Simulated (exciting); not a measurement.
Runs of exciting (release sodium) on LiCl. It takes space group Fm-3m (No. 225, cubic). The conventional cell has a = 5.130 Å, b = 5.130 Å, c = 5.130 Å, α = 90.00°, β = 90.00°, γ = 90.00°. Around Cl (site symmetry m-3m) lie 6 Li at 2.56 Å. Li (site symmetry m-3m) has 6 Cl at 2.56 Å as nearest neighbours. 

```csv
task,level,smearing,outputlevel,gap on the mesh (eV)
band structure,PBE,fermi-dirac 0.05 eV,low,6.34
band structure,LDA,fermi-dirac 0.05 eV,low,(b)
single point,PBE,gaussian 0.012 eV,low,6.34
band structure,revPBE,fermi-dirac 0.05 eV,high,(a)
band structure,BLYP,fermi-dirac 0.05 eV,normal,6.48
band structure,PBEsol,fermi-dirac 0.05 eV,high,6.14
single point,PBE,gaussian 0.011 eV,normal,6.34
band structure,RPBE,fermi-dirac 0.05 eV,low,6.59
```

Alike in all rows: potentials or basis all-electron LAPW+lo, shipped species files, valence relativity zora; no spin polarisation; cell as given; k mesh 9 × 9 × 9; rgkmax 7.

Problem. Fill in the values left out.

Solution. (a) 6.54; (b) 5.99.

Caveats: an odd mesh through Γ misses points on the zone boundary, where band edges often lie (some runs).
